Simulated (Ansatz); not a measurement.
**KNbO3: how the settings move a single-point run**

Question: which choices in the input matter for KNbO3?

Computed with Ansatz 0.2.0 (reference: DFT, PBEsol, PAW with Ansatz's default frozen-core files, scalar-relativistic; levels and slopes on a fine mesh, independent-particle optical spectra, unless a step's input says otherwise).

**1. The system as given**

Symmetry: Pm-3m, No. 221, cubic system. Conventional cell: a = 3.986 Å, b = 3.986 Å, c = 3.986 Å, α = 90.00°, β = 90.00°, γ = 90.00°. Around K (site symmetry m-3m) lie 12 O at 2.82 Å. Nb (site symmetry m-3m) has 6 O at 1.99 Å as nearest neighbours. O (site symmetry 4/mmm) is surrounded by 2 Nb at 1.99 Å and 4 K at 2.82 Å.

As a file:

```
K Nb O
1.0
     3.98649    0.00000    0.00000
     0.00000    3.98649    0.00000
     0.00000    0.00000    3.98649
K Nb O
1 1 3
Direct
  0.00000 0.00000 0.00000
  0.50000 0.50000 0.50000
  0.00000 0.50000 0.50000
  0.50000 0.00000 0.50000
  0.50000 0.50000 0.00000
```

**2. Reference**

input.yaml reads:

```yaml
crystal:
  lattice:
    - [3.98648716682, 0.0, 0.0]
    - [0.0, 3.98648716682, 0.0]
    - [0.0, 0.0, 3.98648716682]
  atoms:
    - { symbol: K, position: [0.0, 0.0, 0.0] }
    - { symbol: Nb, position: [0.5, 0.5, 0.5] }
    - { symbol: O, position: [0.0, 0.5, 0.5] }
    - { symbol: O, position: [0.5, 0.0, 0.5] }
    - { symbol: O, position: [0.5, 0.5, 0.0] }
kpoints:
  mp_grid: { grid: [6, 6, 6] }
scf:
  occupations: { method: fixed }
hamiltonian:
  xc: pbesol
  pseudopotentials: { kind: paw }
output:
  forces: true
  stress: true
  eigenvalues: true
  eigenstates:
    nscf_kmesh: { grid: [8, 8, 8] }
    de_dk: true
    e_range: [-9, 11.52805165086]
  optics:
    e_range: [0, 25]
    de: 0.2
    sigma: 0.2
    bands: { spectra_wanted_up_to: 25 }
    nscf_kmesh: { grid: [8, 8, 8] }
checkpoint:
  write: ck
  write_wavefunctions: false
```

Command:

```sh
$ ansatz run input.yaml --threads 2 --pin off --max-ram 6144MiB --backend cpu --events-out ev --progress --plain --runs-dir out
```

Excerpt of the output:

```text
[...]
Basis set: ecut = 420 eV, 1237 PW (Γ), exchange–correlation on 54×54×54 points (8 copies of the dense FFT grid, shifted against one another)
[...]
k-points: 20 of 216
[...]
SCF iter   1: F=—  HF=-7699.331097 eV  |F-HF|=—  |Δ(HF+E_count)|=         —  Δρ=1.64e-2  dr2=1.45e-1  ethr=1.77e-3  ⟨swp⟩=4.5  Hψ=2105  notcnv=0  defer=47
preconditioner: auto → Resta (q_TF=auto, 2.527 Å⁻¹)  ε∞=5.3  [insulator: Δε(μ)=1.305 eV  Ē_g=12.319 eV  n_scr=18 (ndim 8)  ℏωp=25.6 eV  f_vac=0.016  ε∞_Penn≈5.3]
SCF iter   2: F=—  HF=-7699.302425 eV  |F-HF|=—  |Δ(HF+E_count)|=   2.87e-2  Δρ=5.44e-3  dr2=1.84e-2  ethr=3.62e-4  ⟨swp⟩=2.0  Hψ=933  notcnv=0  defer=50
[...]
SCF iter   8: F=—  HF=-7699.299127 eV  |F-HF|=—  |Δ(HF+E_count)|=   4.98e-9  Δρ=9.76e-7  dr2=3.50e-10  ethr=2.34e-11  ⟨swp⟩=2.0  Hψ=735  notcnv=0  defer=20
SCF iter   9: F=-7699.299127 eV  HF=-7699.299127 eV  |F-HF|=1.82e-12  |Δ(HF+E_count)|=  2.39e-10  Δρ=1.20e-7  dr2=8.89e-12  ethr=1.00e-12  ⟨swp⟩=9.8  Hψ=3124  notcnv=0
[...]
SCF converged after 9 iterations
Free energy (F): -7699.299127 eV
[...]
E sigma→0 (E₀):  -7699.299127 eV
Fermi energy:    8.429620 eV
[...]
  P = ⅓ Tr σ = -0.0029 GPa (-0.029 kbar)
[...]
```

Wall time 17 s (2 threads of Intel Xeon Platinum 8488C (Sapphire Rapids), shared host); peak memory 0.87 GiB.

**3. Changed: dr2_threshold 1.0e-08, ecutwfc 22.0 Ry**

input.yaml, as its differences from that of step 2:

```diff
@@ -15,2 +15,3 @@
   occupations: { method: fixed }
+  convergence: { dr2_threshold: 1.0e-08 }
 hamiltonian:
@@ -35 +36,3 @@
   write_wavefunctions: false
+basis:
+  ecutwfc: "22.0 Ry"
```

Command:

```sh
$ ansatz run input.yaml --threads 2 --pin off --max-ram 6144MiB --backend cpu --events-out ev --progress --plain --runs-dir out
```

Standard output:

```text
Warning: basis.ecutwfc = 299.325248705868 eV is below the records' recommended 420 eV, and the density's cutoff is lower with it unless basis.ecutrho_ratio is high enough to keep the records' density cutoff: compare with a run at a higher cutoff
Warning: scf.convergence.dr2_threshold = 1e-8 eV is looser than 1e-11 eV, the default for `output.eigenstates.de_dk` on PAW and all-electron files: empty levels that such a close leaves unsettled can have slopes far off; leave scf.convergence.dr2_threshold unset, or set it to the tightest value that every SCF of the run reaches
Warning: output.stress: scf.convergence.dr2_threshold = 1e-8 eV is looser than the 5e-10 eV advised for a printed stress (1e-10 eV for each atom of the cell: 5). What an SCF threshold leaves in a stress goes as its square root, and in the free energy as the threshold itself, and one threshold admits the most on a small cell: of the crystals measured, under no hybrid functional and no lock of the moments, on runs that ended without the residual-converged pass, on stresses that held no estimate of that error, the worst erred by over 100 MPa in a component at 1e-7 eV an atom and by under 5 at 1e-10. Set scf.convergence.dr2_threshold to 5e-10 eV or tighter. The threshold is an SCF's pass mark: one that does not reach it within its budget of iterations ends unconverged, or closes short of it on a stop that the run arms, and scf.convergence.dr2_threshold's page says what that costs each kind of run
Engine: ansatz 0.2.0
Pseudopotentials: kind: paw
Pseudopotential: K, paw, valence charge 9, recommended cutoff 420 eV (normal), K.paw.azcp
Pseudopotential: Nb, paw, valence charge 13, recommended cutoff 420 eV (normal), Nb.paw.azcp
Pseudopotential: O, paw, valence charge 6, recommended cutoff 420 eV (normal), O.paw.azcp
Functional definition: PBEsol
  exchange = pbesol_x
  correlation = pbesol_c
Crystal: 5 atoms, lattice volume = 63.354 Å³
Basis set: ecut = 299.325248705868 eV, 739 PW (Γ), exchange–correlation on 48×48×48 points (8 copies of the dense FFT grid, shifted against one another)
Bands: 25, of which v1, the nominal top of the filled ones, is band 20 counted from 1 (19 counted from 0)
Symmetry: 48 space group operations
Space group: Pm-3m (ITA 221), of the structure as read, at distance tolerance 4.0e-5 Å
k-points: 20 of 216
Non-local potential: K, projectors of the file, l = 0: 3, l = 1: 2, l = 2: 2
Non-local potential: Nb, projectors of the file, l = 0: 3, l = 1: 2, l = 2: 2, l = 3: 1
Non-local potential: O, projectors of the file, l = 0: 2, l = 1: 2, l = 2: 1
PAW form: soft (Blöchl's): semilocal exchange-correlation on the pseudo side does not see the compensation charge
PAW frozen core: K, regenerated for the run's functional, and the local potential with it (the file was generated under x = pbe(κ = 0.804, μ = 0.2195149727645171), c = pbe(β = 0.06672455060314922))
PAW frozen core: Nb, regenerated for the run's functional, and the local potential with it (the file was generated under x = pbe(κ = 0.804, μ = 0.2195149727645171), c = pbe(β = 0.06672455060314922))
PAW frozen core: O, regenerated for the run's functional, and the local potential with it (the file was generated under x = pbe(κ = 0.804, μ = 0.2195149727645171), c = pbe(β = 0.06672455060314922))
PAW one-centre angular grid: K, 110 points (default); XC on 64 Gauss nodes
PAW one-centre angular grid: Nb, 590 points (default); XC on 64 Gauss nodes
PAW one-centre angular grid: O, 110 points (default); XC on 64 Gauss nodes
Initial density: superposition of atomic densities (neutral atoms: chi_scale 0, normalization atom), corrected by the library's trained network
Initial wavefunctions: pseudopotential atomic-orbital guess
Functional: x = pbesol(κ = 0.804, μ = 0.12345679012345678), c = pbesol(β = 0.046)
SCF iter   1: F=—  HF=-7697.883459 eV  |F-HF|=—  |Δ(HF+E_count)|=         —  Δρ=3.17e-2  dr2=3.51e-1  ethr=1.77e-3  ⟨swp⟩=4.2  Hψ=2078  notcnv=0  defer=47
preconditioner: auto → Resta (q_TF=auto, 2.527 Å⁻¹)  ε∞=5.3  [insulator: Δε(μ)=1.178 eV  Ē_g=12.300 eV  n_scr=18 (ndim 8)  ℏωp=25.6 eV  f_vac=0.018  ε∞_Penn≈5.3]
SCF iter   2: F=—  HF=-7697.811050 eV  |F-HF|=—  |Δ(HF+E_count)|=   7.24e-2  Δρ=1.02e-2  dr2=5.80e-2  ethr=8.78e-4  ⟨swp⟩=2.0  Hψ=992  notcnv=0  defer=48
SCF iter   3: F=—  HF=-7697.803215 eV  |F-HF|=—  |Δ(HF+E_count)|=   7.84e-3  Δρ=4.93e-3  dr2=4.04e-3  ethr=1.45e-4  ⟨swp⟩=2.0  Hψ=705  notcnv=0  defer=53
SCF iter   4: F=—  HF=-7697.804751 eV  |F-HF|=—  |Δ(HF+E_count)|=   1.54e-3  Δρ=5.97e-4  dr2=8.90e-5  ethr=1.01e-5  ⟨swp⟩=2.0  Hψ=907  notcnv=0  defer=53
SCF iter   5: F=—  HF=-7697.804732 eV  |F-HF|=—  |Δ(HF+E_count)|=   1.91e-5  Δρ=1.31e-4  dr2=1.40e-5  ethr=2.23e-7  ⟨swp⟩=2.0  Hψ=861  notcnv=0  defer=46
SCF iter   6: F=—  HF=-7697.804735 eV  |F-HF|=—  |Δ(HF+E_count)|=   2.80e-6  Δρ=2.57e-5  dr2=6.29e-7  ethr=3.51e-8  ⟨swp⟩=2.9  Hψ=839  notcnv=0  defer=20
SCF iter   7: F=—  HF=-7697.804734 eV  |F-HF|=—  |Δ(HF+E_count)|=   8.70e-7  Δρ=5.61e-6  dr2=3.07e-8  ethr=1.57e-9  ⟨swp⟩=2.0  Hψ=759  notcnv=0  defer=20
SCF iter   8: F=-7697.804734 eV  HF=-7697.804734 eV  |F-HF|=2.42e-10  |Δ(HF+E_count)|=   2.25e-8  Δρ=1.61e-6  dr2=1.87e-9  ethr=2.50e-11  ⟨swp⟩=9.4  Hψ=2264  notcnv=0
SCF 1 converged in 8 iterations: F = -7697.804734 eV  dr2 = 1.87e-9
NSCF: frozen V_eff on 35 k-points
Optics k sum: 0 of 35 k-points
[...]
NSCF: frozen V_eff on 35 k-points
output.optics: what the bands over the 65 summed would add to eps1, eps2 and the energy-loss function is held between a lower and an upper bound (5 Lanczos steps). eps1, eps2 and their loss function (loss_summed_bands) are given on every row as the summed bands alone make them. Along an axis, on a row where the two bounds hold the loss function to about 1 % of the greater of itself and 0.5 % of |1/eps|, its cell (loss_completed) is given, with the completed eps1 and eps2 that it is formed of (a cell that is left empty reads nan in the table and null in the record). The two bounds hold it so along every axis on all 126 rows up to 25.000 eV. The run works to bound the rows up to 25.000 eV and no higher ones: a peak of the loss function over that energy may be left empty with no warning. To have the run work for it, set output.optics.bands.spectra_wanted_up_to to a higher energy. perfect_screening_sum, loss_f_sum_n_eff and, beside carriers, perfect_screening_limit are those of loss_summed_bands: over the bounded function the two sums would run over rows that are not all bounded, and lack what the bands left out lay past the top of the energy grid. Bounded is said of the bands left out alone, which are those that the basis at basis.ecutwfc holds: it says nothing of that cutoff, of the k-point mesh, of what the sum inside its cells errs by (eps2_relative_error), of the factors of all_electron_strengths, nor of how far the SCF is converged. The bands left out are taken at the k-points, and what their mean over the points' cells stands off that by is in neither bound: the run's estimate of it, which the test of a row counts in, is 0.03 % of |eps| at the most among the values given; where the mean stood off by over 0.5 % the points' spread read 0.1 to 3 times that
SCF converged after 8 iterations
Free energy (F): -7697.804734 eV
Harris-Foulkes:  -7697.804734 eV  (|F-HF|=2.42e-10)
Internal energy: -7697.804734 eV  (E = F + TS)
E sigma→0 (E₀):  -7697.804734 eV
Fermi energy:    8.459013 eV
--- Per-component energies (eV) ---
  E_band       = -219.530981
  E_kinetic    = 1183.052547
  E_local      = -2356.677473  (includes V_loc(G=0)·N_el)
  E_nonlocal   = 264.565092
  E_hartree    = 795.464190
  E_xc         = -530.471119
  E_vxc        = -661.809689  (∫ρ·V_xc dr)
  E_paw        = -4231.549778  (= ΣΔE_a)
  E_vpaw       = -239.619622  (= ΣTr[D̂ρ^β])
  E_aug_tail   = 0.029719  (compensation charges beyond the density's cutoff)
  E_ewald      = -2822.620370
  E_core_change = 0.402458  (= ΣΔE_core)
  E_smearing   = -0.000000  (= −TS)
  E_closure    = -0.000000  (closes the sum)
  Σ components = -7697.804734   (vs F -7697.804734, Δ=0.00e0)
--- Forces (eV/Å), atoms counted from 1 ---
  atom   1  K     -0.00000000     0.00000000     0.00000000
  atom   2  Nb     0.00000000     0.00000000    -0.00000000
  atom   3  O      0.00000000     0.00000000     0.00000000
  atom   4  O     -0.00000000    -0.00000000     0.00000000
  atom   5  O      0.00000000     0.00000000    -0.00000000
  max |Σ_I F_I| component: 1.75e-29 eV/Å
--- Stress (GPa, compression-positive) ---
       -1.263524       0.000000       0.000000
        0.000000      -1.263524       0.000000
        0.000000       0.000000      -1.263524
  P = ⅓ Tr σ = -1.2635 GPa (-12.635 kbar)
--- Band table (eV; the first three rows and the last of 20) ---
  k-point 0: bands = ["-46.3167", "-22.4412", "-22.4412", "-22.4412", "-18.6975", "-8.7846", "-8.3480", "-8.3480", "-2.3151", "-2.3151", "-2.3151", "6.1742", "6.1742", "6.1742", "7.3245", "7.3245", "7.3245", "7.8071", "7.8071", "7.8071", "9.9490", "9.9490", "9.9490", "13.9246", "13.9246"]
  k-point 1: bands = ["-46.3160", "-22.4778", "-22.4396", "-22.4396", "-18.6896", "-8.7377", "-8.3415", "-8.1661", "-2.3053", "-2.3053", "-2.2786", "5.5295", "6.1200", "6.1200", "6.9169", "6.9169", "7.1020", "7.2339", "7.6871", "7.6871", "9.9794", "10.7489", "10.7489", "13.9290", "14.9023"]
  k-point 2: bands = ["-46.3149", "-22.5512", "-22.4366", "-22.4366", "-18.6740", "-8.7468", "-8.3295", "-7.6469", "-2.2859", "-2.2859", "-2.2045", "4.0170", "5.9500", "5.9500", "6.3821", "6.3821", "6.4825", "6.9904", "7.6127", "7.6127", "10.0413", "12.0373", "12.0373", "13.9368", "16.0517"]
  k-point 19: bands = ["-46.3093", "-22.5724", "-22.5724", "-22.5724", "-18.6383", "-7.3145", "-7.3145", "-7.3145", "-2.5883", "-2.5883", "-2.5883", "3.0511", "3.0511", "3.8930", "4.4928", "4.4928", "4.4928", "8.4590", "8.4590", "8.4590", "13.8855", "13.8855", "13.8855", "17.2628", "17.2628"]
--- Fermi surface from the table of eigenstates not read: on its mesh, or on one of the eight of every second point, the electrons fill whole bands (an insulator's do; a metal wants a denser output.eigenstates.nscf_kmesh) ---
```

Wall time 14 s (2 threads of Intel Xeon Platinum 8488C (Sapphire Rapids), shared host); peak memory 0.83 GiB.

Changing the convergence setting and cutoff moves the energy by +298.9 meV/atom, and the pressure goes from 0.0 to -1.3 GPa and the gap on the mesh goes from 1.53 to 1.49 eV. The lower cutoff gives the higher energy: the smaller basis describes the state less well. The log warns that the cutoff is under what these potentials recommend, so the shift is basis error. These settings are too coarse to quote as the system's properties.

**4. Comparison**

```csv
run,ending,energy change,pressure (GPa),gap (eV),force (eV/Å),cycles,time
reference,converged,0,0.0,1.53,0.00,-,17 s
"1: dr2_threshold 1.0e-08, ecutwfc 22.0 Ry",converged,+298.9 meV/atom,-1.3,1.49,0.00,8,14 s
```

Residual by cycle in the longest SCF loop of each run; runs are numbered as in the table. The quantity is the density residual dr2, in eV.

```csv
cycle,reference,run 1
1,0.145,0.351
2,0.0184,0.058
3,0.00157,0.00404
4,4.9e-5,8.9e-5
5,4.9e-6,1.4e-5
6,4.3e-7,6.3e-7
7,9.3e-9,3.1e-8
8,3.5e-10,1.9e-9
9,8.9e-12,-
```

What this shows: Changing the convergence setting and cutoff moves the energy by +298.9 meV/atom, and the pressure goes from 0.0 to -1.3 GPa and the gap on the mesh goes from 1.53 to 1.49 eV. The log warns that the cutoff is under what these potentials recommend, so the shift is basis error. Run 1 ran under the cutoff that the potentials recommend, as the log warns, so basis error is mixed into its values.

These are semilocal Kohn-Sham gaps, which aren't the measured quantity. Such gaps usually fall short of the measured ones.
